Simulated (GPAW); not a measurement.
# CdTe (F-43m) in GPAW: a series of runs, part 2 of 3

GPAW 26.7.0. Earlier steps stand in the parts before.

## Step 3: Band structure, RPBE

Input file run.py:

```python
from ase.dft.bandgap import bandgap
from ase.io import read, write
from ase.units import GPa
from gpaw import GPAW, PW

atoms = read('CdTe.xyz')

calc = GPAW(mode=PW(600),
            xc='RPBE',
            kpts={'size': (7, 7, 7), 'gamma': True},
            occupations={'name': 'fermi-dirac', 'width': 0.05},
            nbands=18,
            convergence={'density': 1e-05, 'energy': 1e-05},
            maxiter=150,
            txt='gpaw.txt')
atoms.calc = calc
energy = atoms.get_potential_energy()
forces = atoms.get_forces()
stress = atoms.get_stress()
calc.write('gs.gpw')
write('result.traj', atoms)
print(f'Energy: {energy:.6f} eV')
print('Forces (eV/A):')
print(forces.round(4))
print('Stress (GPa):', (stress / GPa).round(3))
print('Fermi level:', round(calc.get_fermi_level(), 4), 'eV')
print(f'Gap: {bandgap(calc)[0]:.4f} eV, direct: {bandgap(calc, direct=True)[0]:.4f} eV')

path = atoms.cell.bandpath('GXWKGLUWLK,UX', npoints=100, eps=1e-4)
bs_calc = calc.fixed_density(kpts=path, symmetry='off', nbands=31,
                             convergence={'bands': 'CBM+6.0', 'eigenstates': 1e-6}, txt='bands.txt')
bs = bs_calc.band_structure()
bs.write('bs.json')
print(f'Gap on the path: {bandgap(bs_calc)[0]:.4f} eV')
```

Input file CdTe.xyz:

```xyz
2
Lattice="0.0000000000 3.2050000000 3.2050000000 3.2050000000 0.0000000000 3.2050000000 3.2050000000 3.2050000000 0.0000000000" Properties=species:S:1:pos:R:3 pbc="T T T"
Te     4.8075000000      4.8075000000      4.8075000000
Cd     0.0000000000      0.0000000000      0.0000000000
```

Potentials or basis: the program's PAW data sets (release 1.2.1) made for this functional, pw.

Run with:

```bash
$ OMP_NUM_THREADS=1 python run.py
```

gpaw.txt:

```text
__  _  _
 | _ |_)|_||  |
 |__||  | ||/\| - 26.7.0

Input parameters:
  mode=PW(ecut=600.0),
  convergence={'density': 1e-05, 'energy': 1e-05},
  kpts=MonkhorstPack(size=(7, 7, 7), gamma=True),
  maxiter=150,
  nbands=18,
  occupations=Occupations(name='fermi-dirac', width=0.05),
  xc=XC(name='RPBE')

Diagonalizing LCAO Hamiltonian
Converting LCAO to pw mode

                      Te

       Cd

Atoms  # Å, Bohr magnetons
|   | symbol |        x |        y |        z |    initial magnetic moments |
|---|--------|----------|----------|----------|-----------------------------|
| 0 |     Te | 4.807500 | 4.807500 | 4.807500 | ( 0.0000,  0.0000,  0.0000) |
| 1 |     Cd | 0.000000 | 0.000000 | 0.000000 | ( 0.0000,  0.0000,  0.0000) |

Unit cell  # Å
| periodic |        x |        y |        z |  lengths |    angles |
|----------|----------|----------|----------|----------|-----------|
|      yes | 0.000000 | 3.205000 | 3.205000 | 4.532554 | 60.000000 |
|      yes | 3.205000 | 0.000000 | 3.205000 | 4.532554 | 60.000000 |
|      yes | 3.205000 | 3.205000 | 0.000000 | 4.532554 | 60.000000 |

Number of symmetries: 24
Symmetry operations  # r_c * U_cc + t_c -> r_c
|    | kind |            matrix            |
|----|------|------------------------------|
|  0 |  E   |  1, 0, 0,  0, 1, 0,  0, 0, 1 |
|  1 |  σ   |  1, 0, 0,  0, 0, 1,  0, 1, 0 |
|  2 |  σ   |  1, 0,-1,  0, 1,-1,  0, 0,-1 |
|  3 |  C3  |  1, 0,-1,  0, 0,-1,  0, 1,-1 |
|  4 |  C3  |  1,-1, 0,  0,-1, 1,  0,-1, 0 |
|  5 |  σ   |  1,-1, 0,  0,-1, 0,  0,-1, 1 |
|  6 |  σ   |  0, 1, 0,  1, 0, 0,  0, 0, 1 |
|  7 |  C3  |  0, 1, 0,  0, 0, 1,  1, 0, 0 |
|  8 |  C2  |  0, 1,-1,  1, 0,-1,  0, 0,-1 |
|  9 |  S4  |  0, 1,-1,  0, 0,-1,  1, 0,-1 |
| 10 |  C3  |  0, 0, 1,  1, 0, 0,  0, 1, 0 |
| 11 |  σ   |  0, 0, 1,  0, 1, 0,  1, 0, 0 |
| 12 |  S4  |  0, 0,-1,  1, 0,-1,  0, 1,-1 |
| 13 |  C3  |  0, 0,-1,  0, 1,-1,  1, 0,-1 |
| 14 |  S4  |  0,-1, 1,  1,-1, 0,  0,-1, 0 |
| 15 |  C2  |  0,-1, 1,  0,-1, 0,  1,-1, 0 |
| 16 |  C3  |  0,-1, 0,  1,-1, 0,  0,-1, 1 |
| 17 |  S4  |  0,-1, 0,  0,-1, 1,  1,-1, 0 |
| 18 |  S4  | -1, 1, 0, -1, 0, 1, -1, 0, 0 |
| 19 |  C3  | -1, 1, 0, -1, 0, 0, -1, 0, 1 |
| 20 |  C3  | -1, 0, 1, -1, 1, 0, -1, 0, 0 |
| 21 |  S4  | -1, 0, 1, -1, 0, 0, -1, 1, 0 |
| 22 |  σ   | -1, 0, 0, -1, 1, 0, -1, 0, 1 |
| 23 |  C2  | -1, 0, 0, -1, 0, 1, -1, 1, 0 |

BZ-sampling:
  Number of BZ points: 343
  Number of IBZ points: 20

  Monkhorst-Pack size: [7, 7, 7]
  Monkhorst-Pack shift: [0, 0, 0]

K-points  # in reciprocal-cell coordinates
|     |                                coordinates |     weight |
|-----|--------------------------------------------|------------|
|   0 | (  0.00000000,   0.00000000,   0.00000000) | 0.00291545 |
|   1 | (  0.14285714,   0.14285714,   0.00000000) | 0.01749271 |
|   2 | (  0.14285714,   0.14285714,   0.14285714) | 0.02332362 |
|   3 | (  0.28571429,   0.14285714,   0.14285714) | 0.03498542 |
|   4 | (  0.28571429,   0.28571429,   0.00000000) | 0.01749271 |
|   5 | (  0.28571429,   0.28571429,   0.14285714) | 0.06997085 |
|   6 | (  0.28571429,   0.28571429,   0.28571429) | 0.02332362 |
|   7 | (  0.42857143,  -0.28571429,  -0.28571429) | 0.03498542 |
|   8 | (  0.42857143,   0.28571429,  -0.42857143) | 0.13994169 |
|   9 | (  0.42857143,   0.28571429,  -0.28571429) | 0.06997085 |
| ... |                                            |            |
|  19 | (  0.42857143,   0.42857143,   0.42857143) | 0.02332362 |

Plane wave coefficients: 2213
Cutoff: 600.0 eV

Spin-components: 1 (collinear spins)
Bands:           18
Projectors:      11
Spin-degeneracy: 2
Datatype:        complex128

Parallelization:
  kpt:    1
  domain: 1
  band:   1

Density:
  Valence electrons: 18.0
  Components: 1
  Grid points: [27 27 27]
  Charge: 0.0  # |e|

Potential:
  Grid points: [27 27 27]

species:
  Te:
    name:    Tellurium
    Z:       52.0
    valence: 6
    core:    46
    charge:  0.0  # [|e|]
    compensation charges:
      type: gauss
      rc: 0.36  # [Å]
      lmax: 2
    cutoffs:
      filter: 2.09  # [Å]
      core: 3.17  # [Å]
    projectors
    | kind |    occ | energy [eV] | rcut [Å] |
    |------|--------|-------------|----------|
    |   5s |  2.000 |     -15.026 |    1.180 |
    |   5p |  4.000 |      -5.917 |    1.196 |
    |    s |        |      12.185 |    1.180 |
    |    p |        |      21.294 |    1.196 |
    |    d |        |       0.000 |    1.238 |

    Using partial waves for Te as LCAO basis

  Cd:
    name:    Cadmium
    Z:       48.0
    valence: 12
    core:    36
    charge:  0.0  # [|e|]
    compensation charges:
      type: gauss
      rc: 0.38  # [Å]
      lmax: 2
    cutoffs:
      filter: 2.12  # [Å]
      core: 2.62  # [Å]
    projectors
    | kind |    occ | energy [eV] | rcut [Å] |
    |------|--------|-------------|----------|
    |   5s |  2.000 |      -5.542 |    1.191 |
    |   5p |  0.000 |      -1.167 |    1.228 |
    |   4d | 10.000 |     -11.705 |    1.164 |
    |    s |        |      21.670 |    1.191 |
    |    p |        |      26.044 |    1.228 |
    |    d |        |      15.507 |    1.164 |

    Using partial waves for Cd as LCAO basis

Reference energy: -336981.643095  # eV

eigensolver:
  PPCG
  Converge bands: occupied
  niter=2

density mixing:
  MSR1-Mixer
  Pratt-step length: 0.05
  Maximum mixing coefficient: 0.75
  Old densities: 10
  SVD Regularization: 0.005
  Good broyden scale: 1.0
  Trust region scale: 1.0
  Backstep threshold: 4.0
  History deletion threshold: 6.0
  Fourier metric: weight=20.0, sigma=0.015

occupation numbers:
  Fermi-Dirac:
    width: 0.0500  # eV

poisson solver:
  ecut: 4800.0  # eV

xc functional:
  name: RPBE with 2 nearest neighbor stencil

convergence criteria:
- Maximum integral of absolute [dens]ity change: 1e-05 electrons / valence electron
- Maximum [total energy] change in last 3 cyles: 1e-05 eV / valence electron
- Maximum integral of absolute [eigenst]ate change: 4e-08 eV^2 / valence electron
maximum number of iterations: 150

SCF iterations
|iter     | |      energy | eigst |  dens |
|---------|-|-------------|-------|-------|
|iter:   1| |   -4.516285 | -0.36 |       |
|iter:   2| |   -4.472309 | -2.34 | -1.24 |
|iter:   3| |   -4.307988 | -1.73 | -1.28 |
|iter:   4| |   -4.309612 | -3.22 | -1.78 |
|iter:   5| |   -4.309846 | -3.76 | -2.21 |
|iter:   6| |   -4.309936 | -5.28 | -2.90 |
|iter:   7| |   -4.309945c| -6.30 | -3.46 |
|iter:   8| |   -4.309945c| -7.52c| -4.45 |
|iter:   9| |   -4.309945c| -7.76c| -4.99 |
|iter:  10| |   -4.309945c| -8.27c| -5.58c|

Converged in 10 steps
Energy contributions relative to reference atoms: (reference = -336981.643095)

Energy contributions:
  Kinetic:          24.675753
  Coulomb:         -22.220817
  Zero:              0.268325
  External:          0.000000
  Xc:               -7.033206
  Entropy:          -0.000000
  Spinorbit:         0.000000
  ----------------------------
  Free energy:      -4.309945
  Extrapolated:     -4.309945

dipole moment: (-16.484643, -16.484643, -16.484643)  # |e|*Ang

Fermi level: 4.741
Eigenvalues  # (at kpt = [0.000, 0.000, 0.000])
| band index |      eig [eV] | occ [0-2] |
|------------|---------------|-----------|
|          0 |        -7.111 |     2.000 |
|          1 |        -4.166 |     2.000 |
|          2 |        -4.166 |     2.000 |
|          3 |        -4.166 |     2.000 |
|          4 |        -3.881 |     2.000 |
|          5 |        -3.881 |     2.000 |
[... 10 lines left out ...]
|         16 |        14.455 |     0.000 |
|         17 |        14.455 |     0.000 |

Gap: 1.023 eV
Transition (v -> c):
  (s=0, k=0, n=8, [0.00, 0.00, 0.00]) -> (s=0, k=0, n=9, [0.00, 0.00, 0.00])
No difference between direct/indirect transitions

Forces  # eV/Ang
|        x |        y |        z |
|----------|----------|----------|
| -0.00000 | -0.00000 | -0.00000 |  # Te   0
|  0.00000 |  0.00000 |  0.00000 |  # Cd   1

Stress tensor  # eV/Ang^3
|         x |         y |         z |
|-----------|-----------|-----------|
| -0.034828 |  0.000000 | -0.000000 |
|  0.000000 | -0.034828 | -0.000000 |
| -0.000000 | -0.000000 | -0.034828 |

# Writing to gs.gpw (mode='')
```

It took 92 s on 1 thread of Arm Neoverse V1, shared host; peak memory 0.34 GiB.

Results:

- Free energy: -4.3099 eV
- Pressure: 5.6 GPa
- Band gap on the k mesh: 1.02 eV, direct
- Band gap along the path: 1.02 eV, direct

Levels at the corners of the path, in eV from the valence-band top:
| point | band 5 | band 6 | band 7 | band 8 | band 9 | band 10 | band 11 | band 12 | band 13 | band 14 |
| --- | --- | --- | --- | --- | --- | --- | --- | --- | --- | --- |
| Γ | -8.08 | -8.08 | 0.00 | 0.00 | 0.00 | 1.02 | 4.63 | 4.63 | 4.63 | 7.75 |
| X | -8.05 | -7.54 | -4.43 | -1.97 | -1.97 | 2.70 | 2.77 | 9.18 | 9.38 | 9.38 |
| W | -8.08 | -7.44 | -4.31 | -2.43 | -2.31 | 4.41 | 4.82 | 5.70 | 6.43 | 9.97 |
| K | -8.06 | -7.49 | -4.33 | -2.67 | -1.64 | 3.00 | 4.66 | 7.54 | 7.60 | 8.09 |
| Γ | -8.08 | -8.08 | 0.00 | 0.00 | 0.00 | 1.02 | 4.63 | 4.63 | 4.63 | 7.75 |
| L | -8.07 | -7.69 | -4.57 | -0.83 | -0.83 | 1.96 | 5.25 | 5.25 | 7.32 | 8.96 |
| U | -8.06 | -7.49 | -4.33 | -2.67 | -1.64 | 3.00 | 4.66 | 7.54 | 7.60 | 8.09 |
| W | -8.08 | -7.44 | -4.31 | -2.43 | -2.31 | 4.41 | 4.82 | 5.70 | 6.43 | 9.97 |
| L | -8.07 | -7.69 | -4.57 | -0.83 | -0.83 | 1.96 | 5.25 | 5.25 | 7.32 | 8.96 |
| K | -8.06 | -7.49 | -4.33 | -2.67 | -1.64 | 3.00 | 4.66 | 7.54 | 7.60 | 8.09 |
| U | -8.06 | -7.49 | -4.33 | -2.67 | -1.64 | 3.00 | 4.66 | 7.54 | 7.60 | 8.09 |
| X | -8.05 | -7.54 | -4.43 | -1.97 | -1.97 | 2.70 | 2.77 | 9.18 | 9.38 | 9.38 |

Caveat: spin-orbit coupling is left out, which moves the levels of the heavy elements.

## Step 4: Band structure, revPBE

run.py, as its differences from that of step 3:

```diff
@@ -5,6 +5,6 @@
 
-atoms = read('CdTe.xyz')
+atoms = read('POSCAR')
 
 calc = GPAW(mode=PW(600),
-            xc='RPBE',
+            xc='revPBE',
             kpts={'size': (7, 7, 7), 'gamma': True},
```

Input file POSCAR:

```
CdTe
1.0
    0.0000000000      3.2050000000      3.2050000000
    3.2050000000      0.0000000000      3.2050000000
    3.2050000000      3.2050000000      0.0000000000
Te Cd
1 1
Direct
    0.7500000000      0.7500000000      0.7500000000
    0.0000000000      0.0000000000      0.0000000000
```

Potentials or basis: the program's PAW data sets (release 1.2.1) made for this functional, pw.

Run with:

```bash
$ OMP_NUM_THREADS=1 python run.py
```

gpaw.txt:

```text
__  _  _
 | _ |_)|_||  |
 |__||  | ||/\| - 26.7.0

Input parameters:
  mode=PW(ecut=600.0),
  convergence={'density': 1e-05, 'energy': 1e-05},
  kpts=MonkhorstPack(size=(7, 7, 7), gamma=True),
  maxiter=150,
  nbands=18,
  occupations=Occupations(name='fermi-dirac', width=0.05),
  xc=XC(name='revPBE')

Diagonalizing LCAO Hamiltonian
Converting LCAO to pw mode

                      Te

       Cd

Atoms  # Å, Bohr magnetons
|   | symbol |        x |        y |        z |    initial magnetic moments |
|---|--------|----------|----------|----------|-----------------------------|
| 0 |     Te | 4.807500 | 4.807500 | 4.807500 | ( 0.0000,  0.0000,  0.0000) |
| 1 |     Cd | 0.000000 | 0.000000 | 0.000000 | ( 0.0000,  0.0000,  0.0000) |

Unit cell  # Å
| periodic |        x |        y |        z |  lengths |    angles |
|----------|----------|----------|----------|----------|-----------|
|      yes | 0.000000 | 3.205000 | 3.205000 | 4.532554 | 60.000000 |
|      yes | 3.205000 | 0.000000 | 3.205000 | 4.532554 | 60.000000 |
[... 174 lines left out ...]

Converged in 9 steps
Energy contributions relative to reference atoms: (reference = -336976.611080)

Energy contributions:
  Kinetic:          23.987829
  Coulomb:         -21.660246
  Zero:              0.265170
  External:          0.000000
  Xc:               -6.993167
  Entropy:          -0.000001
  Spinorbit:         0.000000
  ----------------------------
  Free energy:      -4.400413
  Extrapolated:     -4.400413

dipole moment: (-16.493627, -16.493627, -16.493627)  # |e|*Ang

Fermi level: 4.691
Eigenvalues  # (at kpt = [0.000, 0.000, 0.000])
| band index |      eig [eV] | occ [0-2] |
|------------|---------------|-----------|
|          0 |        -7.154 |     2.000 |
|          1 |        -4.194 |     2.000 |
|          2 |        -4.194 |     2.000 |
|          3 |        -4.194 |     2.000 |
|          4 |        -3.909 |     2.000 |
|          5 |        -3.909 |     2.000 |
[... 10 lines left out ...]
|         16 |        14.385 |     0.000 |
|         17 |        14.385 |     0.000 |

Gap: 0.983 eV
Transition (v -> c):
  (s=0, k=0, n=8, [0.00, 0.00, 0.00]) -> (s=0, k=0, n=9, [0.00, 0.00, 0.00])
No difference between direct/indirect transitions

Forces  # eV/Ang
|        x |       y |        z |
|----------|---------|----------|
|  0.00000 | 0.00000 |  0.00000 |  # Te   0
| -0.00000 | 0.00000 | -0.00000 |  # Cd   1

Stress tensor  # eV/Ang^3
|         x |         y |         z |
|-----------|-----------|-----------|
| -0.031836 | -0.000000 | -0.000000 |
| -0.000000 | -0.031836 | -0.000000 |
| -0.000000 | -0.000000 | -0.031836 |

# Writing to gs.gpw (mode='')
```

bands.txt:

```text
Diagonalizing LCAO Hamiltonian
Converting LCAO to pw mode
convergence criteria:
- Maximum integral of absolute [eigenst]ate change: 1e-06 eV^2 / valence electron
maximum number of iterations: 150

SCF iterations
|iter     | |      energy | eigst |  dens |
|---------|-|-------------|-------|-------|
|iter:   1| |             | +0.29 |       |
[... 105 lines left out ...]
         [0.375     , 0.375     , 0.75      ],
         [0.625     , 0.25      , 0.625     ],
         [0.60416667, 0.20833333, 0.60416667],
         [0.58333333, 0.16666667, 0.58333333],
         [0.5625    , 0.125     , 0.5625    ],
         [0.54166667, 0.08333333, 0.54166667],
         [0.52083333, 0.04166667, 0.52083333],
         [0.5       , 0.        , 0.5       ]])),
  maxiter=150,
  nbands=31,
  occupations=Occupations(name='fermi-dirac', width=0.05),
  symmetry=Symmetry(point_group=False, time_reversal=False),
  xc=XC(name='revPBE')
```

Wall time 92 s (1 thread of Arm Neoverse V1, shared host); peak memory 0.34 GiB.

Results:

- Free energy: -4.4004 eV
- Pressure: 5.1 GPa
- Band gap on the k mesh: 0.98 eV, direct
- Band gap along the path: 0.98 eV, direct

Levels at the corners of the path, in eV from the valence-band top:
```csv
point,band 7,band 8,band 9,band 10,band 11,band 12
Γ,0.00,0.00,0.00,0.98,4.61,4.61
X,-4.44,-1.98,-1.98,2.66,2.74,9.13
W,-4.32,-2.43,-2.32,4.40,4.79,5.67
K,-4.34,-2.68,-1.64,2.97,4.64,7.51
Γ,0.00,0.00,0.00,0.98,4.61,4.61
L,-4.58,-0.83,-0.83,1.93,5.23,5.23
U,-4.34,-2.68,-1.64,2.97,4.64,7.51
W,-4.32,-2.43,-2.32,4.40,4.79,5.67
L,-4.58,-0.83,-0.83,1.93,5.23,5.23
K,-4.34,-2.68,-1.64,2.97,4.64,7.51
U,-4.34,-2.68,-1.64,2.97,4.64,7.51
X,-4.44,-1.98,-1.98,2.66,2.74,9.13
```

Caveat: spin-orbit coupling is left out, which moves the levels of the heavy elements.

(Continued in part 3 of 3.)
